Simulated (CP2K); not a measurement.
# CaSe under changes of volume

One of the cells (25.829 Å³/atom); the others are scaled copies at fixed shape and fractional positions:

```
Se Ca
1.0
     4.18042    0.00000    0.00000
     2.09021    3.62035    0.00000
     2.09021    1.20678    3.41329
Se Ca
1 1
Direct
  0.50000 0.50000 0.50000
  0.00000 0.00000 0.00000
```

* Program: CP2K 2026.2
* Functional: PBEsol
* Potentials or basis: POTENTIAL_UZH Se GTH-PBE-q6, Ca GTH-PBE-q10; TZVP-MOLOPT-PBE-GTH basis
* Density cutoff: 6123 eV
* k mesh: 8 × 8 × 8
* Occupations: fermi-dirac, width 0.0259 eV
* Spin: no spin polarisation

```tsv
volume (Å³/atom)	energy over the lowest point (meV/atom)	pressure (GPa)	gap on the mesh (eV)
24.280	13.60	3.3	1.95
24.796	5.23	2.0	2.01
25.313	0.85	0.8	2.07
25.829	0.00	-0.3	2.12
26.346	2.37	-1.2	2.17
26.863	?	?	?
27.379	15.51	-2.8	2.26
```

Problem. What does the run at 26.863 Å³/atom give?

Solution. Energy over the lowest point 7.63 meV/atom; pressure -2.1 GPa; gap on the mesh 2.22 eV.

Worked out: A Birch-Murnaghan fit of order 3 (a polynomial in V^(-2/3)) to the other rows has its minimum at 25.70 Å³/atom with B0 = V·E''(V) = 51 GPa and B' = 4.2. It gives 7.65 meV/atom at 26.863 Å³/atom, against the run's 7.63, and -dE/dV = -2.1 GPa, against -2.1. A straight line through the other rows of the gap, of slope 2.58 eV per unit of ln V, gives 2.22 eV, against the run's 2.22.

Energies are extrapolated to zero smearing.

Caveats: the potentials were made for another functional, which shifts forces and pressure; the basis of atomic orbitals isn't converged, which shifts pressures, moduli and gaps.

A mesh can miss the band edges. Spin-orbit coupling on Se is left out.
